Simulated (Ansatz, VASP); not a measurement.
ScHO2: VASP beside Ansatz

Contents of INCAR:

```
SYSTEM = ScHO2
  PREC = Accurate
  ENCUT = 520
  EDIFF = 1E-6
  ISMEAR = 0
  SIGMA = 0.01
  LREAL = .FALSE.
  LASPH = .TRUE.
  NELM = 100
  ALGO = Normal
  ISIF = 2
  LWAVE = .FALSE.
  LCHARG = .FALSE.
  GGA = PS
  NBANDS = 20
```

File KPOINTS:

```
Automatic mesh
0
G
  6 6 6
  0 0 0
```

Contents of POSCAR:

```
ScHO2
1.0
    1.6435331667      0.9488956667      4.5309200000
   -1.6435331667      0.9488956667      4.5309200000
    0.0000000000     -1.8977913333      4.5309200000
Sc H O
1 1 2
Direct
    0.0000000000      0.0000000000      0.0000000000
    0.5000000000      0.5000000000      0.5000000000
    0.5897000000      0.5897000000      0.5897000000
    0.4103000000      0.4103000000      0.4103000000
```

Input for Ansatz:

```yaml
crystal:
  lattice:
    - [1.6435331666666666, 0.9488956666666666, 4.53092]
    - [-1.6435331666666666, 0.9488956666666666, 4.53092]
    - [0.0, -1.8977913333333332, 4.53092]
  atoms:
    - { symbol: Sc, position: [0.0, 0.0, 0.0] }
    - { symbol: H, position: [0.5, 0.5, 0.5] }
    - { symbol: O, position: [0.5897, 0.5897, 0.5897] }
    - { symbol: O, position: [0.4103, 0.4103, 0.4103] }
basis:
  ecutwfc: 450.0
kpoints:
  mp_grid:
    grid: [6, 6, 6]
hamiltonian:
  xc: pbesol
scf:
  max_iter: 95
  occupations:
    method: fixed
output:
  stress: true
```

The cell comes from a database or a generator and needn't be the stable form of this composition.

Alike in both runs: task single point; functional PBEsol; k mesh 6 × 6 × 6; no spin polarisation.

|  | VASP | Ansatz |
| --- | --- | --- |
| version | VASP 6.6.1 | Ansatz 0.2.0 |
| potentials or method | VASP PAW PBE potentials, release 64 (Sc_sv, H, O) | plane waves, PAW |
| plane-wave cutoff (eV) | 520 | 450 |
| occupations | gaussian, width 0.01 eV | fixed |
| valence electrons in the cell | 24 | 24 |

Ansatz gave:

| Property | Result |
| --- | --- |
| pressure (GPa) | -9.5 |
| largest component of the traceless stress (GPa) | 2.54 |

Problem. What did VASP give for the same quantities?

Solution. Pressure (GPa): -8.9; largest component of the traceless stress (GPa): 2.52.

Ansatz warned: «structure_snapped_to_symmetry».

Caveats: the PAW data sets were made with another functional, which shifts forces and pressure a little (VASP). A k mesh can miss the band edges. PBEsol gaps usually lie below the measured ones, often by a third to a half.
